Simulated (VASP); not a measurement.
Wanted: the native input for a VASP 6.6.1 run.

```yaml
Task: relaxation of cell and atoms
Functional: PBEsol
Potentials_or_basis: VASP PAW PBE potentials, release 64 (Mg)
Cutoff: 600 eV
k_mesh: 15 × 15 × 7
Occupations: methfessel-paxton, width 0.1 eV
Spin: no spin polarisation
Further_INCAR_settings: ALGO = Normal; EDIFF = 1e-06; IBRION = 2; EDIFFG = -0.01; NSW = 90; ISIF = 3
```

The structure of Mg lies in POSCAR:

```
Mg
1.0
    3.2093000000      0.0000000000      0.0000000000
   -1.6046500000      2.7793353284      0.0000000000
    0.0000000000      0.0000000000      5.2103000000
Mg
2
Direct
    0.3333333333      0.6666666667      0.2500000000
    0.6666666667      0.3333333333      0.7500000000
```

These files were run (other wordings do the same):

INCAR

```
PREC = Accurate
ENCUT = 600
EDIFF = 1E-6
ISMEAR = 1
SIGMA = 0.1
LREAL = False
LASPH = True
NELM = 80
ALGO = Normal
ISIF = 3
LWAVE = False
LCHARG = False
GGA = PS
IBRION = 2
NSW = 90
EDIFFG = -0.01
KPAR = 2
```

KPOINTS

```
Automatic mesh
0
Gamma
  15 15 7
```

Potentials or basis: VASP PAW PBE potentials, release 64 (Mg).

Launch:

```sh
$ cat potpaw_PBE.64/Mg/POTCAR > POTCAR
$ mpirun -np 2 vasp_std > vasp.out
```

It gave:

```json
{
  "Relaxed volume": "22.49 Å³/atom",
  "Relaxed cell": "a = 3.195 Å, b = 3.195 Å, c = 5.089 Å, α = 90.00°, β = 90.00°, γ = 120.00°",
  "Space group after relaxing (to 0.05 Å)": "P6_3/mmc (No. 194)",
  "Energy gained by relaxing": "3.6 meV/atom",
  "Ionic steps": "8",
  "Pressure after relaxing": "0.0 GPa",
  "Band gap on the k mesh": "none (metal or under the smearing width)"
}
```

Caveat: the PAW data sets were made with another functional, which shifts forces and pressure a little.

It took 24 s on 2 MPI ranks on Intel(R) Xeon(R) 6975P-C (Granite Rapids), on a shared host, peak memory 0.2 GiB a rank.
